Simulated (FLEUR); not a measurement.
Records of electronic-structure calculations.

## Co2/Ru2/Co2 (0001) trilayer: which magnetic order is lowest

The cell holds 6 atoms: 4 Co and 2 Ru. Its edges and angles: a = 2.706 Å, b = 2.706 Å, c = 24.132 Å, α = 90.0°, β = 90.0°, γ = 120.0°. layers at typed spacings, unrelaxed. Vacuum lies along c.

```xyz
6
Lattice="2.7058 0.0000 0.0000 -1.3529 2.3433 0.0000 0.0000 0.0000 24.1316" Properties=species:S:1:pos:R:3
Co    1.3529    0.7811    7.0000
Co    0.0000    1.5622    8.9500
Ru    1.3529    0.7811   10.9954
Ru    0.0000    1.5622   13.1362
Co    1.3529    0.7811   15.1816
Co    0.0000    1.5622   17.1316
```

```yaml
method: PBE; all-electron FLAPW film, Dirac cores, scalar-relativistic bands
program: FLEUR MaX-R8.1
settings_of_one_run: kmax 3.66 1/bohr, gmax 11 1/bohr, muffin tin radii Co: 2.24, Ru: 2.38 bohr, lmax Co: [8, 6], Ru: [8, 6], hist occupations, smearing width 0.05 eV, mixer Anderson, mixing 0.03, max iterations 170, stop 1.00e-5 me/bohr³, film mode on, collinear spin, 20×20×1 k-mesh, value 2, mesh matched on, starting moments 2 2 0 0 2 2 μB
cost: 2 runs, 8.8 min in all on 4 MPI ranks of Arm Neoverse V2, shared host (the runs of this entry)
notes: The run is spin-polarised, with a total moment of 6.57 μB a cell. This is the lowest of 2 finished starts, no proof of the ground state.
lowest_state_found: ferromagnetic (initial ferro ++++)
largest_site_spin_moment: 1.90 μB
next_finished_state: antiferromagnetic, 2.91 meV a seeded atom higher
```

The lowest state found is ferromagnetic, reached from the start ferro ++++, with moments up to 1.90 μB. The two lowest states lie so close that the mesh, the functional or spin–orbit coupling could swap them.

[Logs and program files are shortened in this print: banners, set-up blocks, solver, clock and traceback lines can be left out without a mark of their own.]

[Logs are printed without paths, hosts, clocks, repeated set-up lines and the standing remarks that a program may print on its own settings, such as how far it seeks lower states.]

[Hosts, paths, dates, database ids (printed as entryN), source tags and the programs' standing remarks are cut or masked in the printed files.]

[Where a cell is said to come from a database of computed structures, the database is the Materials Project.]
